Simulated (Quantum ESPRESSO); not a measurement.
MoS2, a slab with vacuum:

```
CELL_PARAMETERS angstrom
3.18454 0.00000 0.00000
-1.59227 2.75789 0.00000
0.00000 0.00000 21.67053
ATOMIC_POSITIONS crystal
Mo 0.33333 0.66667 0.85116
Mo 0.66667 0.33333 0.14884
S 0.66667 0.33333 0.77963
S 0.33333 0.66667 0.07725
S 0.66667 0.33333 0.92275
S 0.33333 0.66667 0.22037
```

* Program: Quantum ESPRESSO 7.5
* Task: Hubbard U by linear response
* Functional: LDA
* Potentials or basis: GBRV 1.5 LDA
* Cutoff: 612 eV
* Density cutoff: 4898 eV
* k mesh: 4 × 4 × 1
* Occupations: fermi-dirac, width 0.05 eV
* Spin: no spin polarisation
* Hubbard terms: Mo d U = 0.0001 eV
* Start of the occupations: default
* Hubbard projectors: ortho-atomic
* Form of the LDA correlation: PZ81
* Mixing beta: 0.3
* Most SCF iterations: 120
* SCF threshold: 1.2e-09 Ry
* q mesh: 2 × 2 × 1

The first run showed a gap, so the response started from a second, tighter run with fixed occupations.

Question: What Hubbard parameters does linear response give?

Answer: U = 3.67 eV on Mo 4d. The values belong to these projectors, potentials and this ground state, and don't carry over to other codes.

Hubbard U from linear response:
```
site  manifold  U (eV)
   1     Mo-4d    3.67
   2     Mo-4d    3.67
```
On the first site the bare response is -0.911 and the screened one -0.208 eV⁻¹.

Eigenvalues of the final occupation matrices:
```
   site  spin  trace               eigenvalues
Mo 1 4d  each   2.50  0.47 0.47 0.50 0.50 0.56
Mo 2 4d  each   2.50  0.47 0.47 0.50 0.50 0.56
```

Caveat: the k mesh is coarse (spacing up to 0.57 Å⁻¹), so the values aren't converged.
